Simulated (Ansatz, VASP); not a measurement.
## Two plane-wave programs on ZrS2

```
CELL_PARAMETERS angstrom
3.64857 0.00000 0.00000
-1.82428 3.15975 0.00000
0.00000 0.00000 31.84151
ATOMIC_POSITIONS crystal
S 0.66667 0.33333 0.45419
S 0.33333 0.66667 0.54581
Zr 0.00000 0.00000 0.50000
```

Alike in both runs: functional PBE; dispersion D3(BJ); k mesh 9 × 9 × 1; occupations gaussian, width 0.02 eV; no spin polarisation.

Ansatz relaxed the structure, and its values are those at the end. VASP's run is a single point on that final structure, the one shown.

|  | VASP | Ansatz |
| --- | --- | --- |
| version | VASP 6.6.1 | Ansatz 0.2.0 |
| potentials or method | VASP PAW PBE potentials, release 64 (S, Zr_sv) | scalar-relativistic, plane waves, PAW |
| plane-wave cutoff (eV) | 520 | 420 |
| valence electrons in the cell | 24 | 24 |

|  | VASP | Ansatz | Ansatz less VASP |
| --- | --- | --- | --- |
| gap on the k mesh at the Fermi level (eV) | 1.13 | 1.13 | +0.003 |
| least direct gap on the mesh (eV) | 1.69 | 1.68 | -0.004 |
| rms of the force components (eV/Å) | 0.003 | 0.000 | -0.0034 |

With one functional, cell and mesh, what is left measures potentials, basis and numerics.

Expect the measured gap to be larger: semilocal functionals such as PBE lack the derivative discontinuity.
